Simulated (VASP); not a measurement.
# VASP 6.6.1 run: HgTe

INCAR

```
LWAVE = .FALSE.
IBRION = -1
EDIFF = 1E-7
NSW = 0
LASPH = .TRUE.
ISIF = 2
LREAL = .FALSE.
METAGGA = MS2
PREC = Accurate
SIGMA = 0.02
NELM = 120
NBANDS = 16
LCHARG = .FALSE.
ISYM = 3
ISMEAR = -1
ENCUT = 520
```

KPOINTS

```
KPOINTS created by Atomic Simulation Environment
0
Gamma
6 6 6
0 0 0
```

POSCAR

```
Hg Te
 1.0000000000000000
     0.0000000000000000    3.2233747286000001    3.2233747286000001
     3.2233747286000001    0.0000000000000000    3.2233747286000001
     3.2233747286000001    3.2233747286000001    0.0000000000000000
 Hg  Te
   1   1
Cartesian
  0.0000000000000000  0.0000000000000000  0.0000000000000000
  1.6116873642999998  1.6116873642999998  1.6116873642999998
```

The recommended PBE PAW datasets give the neutral cell 18 valence electrons.

Command

```
mpirun -np 1 vasp_std
```

Question: How does this run end, and what does it give?

Answer: VASP stopped with an error.

OSZICAR

```
N       E                     dE             d eps       ncg     rms          rms(c)
DAV:   1     0.114215333232E+03    0.11422E+03   -0.76061E+03   512   0.943E+02
DAV:   2     0.804801069202E+01   -0.10617E+03   -0.98872E+02   560   0.220E+02
DAV:   3     0.414016140272E+01   -0.39078E+01   -0.38918E+01   632   0.460E+01
DAV:   4     0.410994966092E+01   -0.30212E-01   -0.30201E-01   664   0.379E+00
DAV:   5     0.410973387532E+01   -0.21579E-03   -0.21576E-03   712   0.245E-01
```

Standard output (part)

```
POSCAR found type information on POSCAR HgTe
 POSCAR found :  2 types and       2 ions
 LDA part: xc-table for (None), standard interpolation
 POSCAR, INCAR and KPOINTS ok, starting setup
 WAVECAR not read
 entering main loop
|                     _     ____    _    _    _____     _                     |
|                    | |   | |_) | | |  | | | |  __    | |                    |
|                    |_|   |  _ <  | |  | | | | |_ |   |_|                    |
|                     _    | |_) | | |__| | | |__| |    _                     |
|     internal error in CHECK_FULL_KPOINTS: KPOINTS_FULL not properly         |
|     initialised                                                             |
|     If you are not a developer, you should not encounter this problem.      |
|     Please submit a bug report.                                             |
```
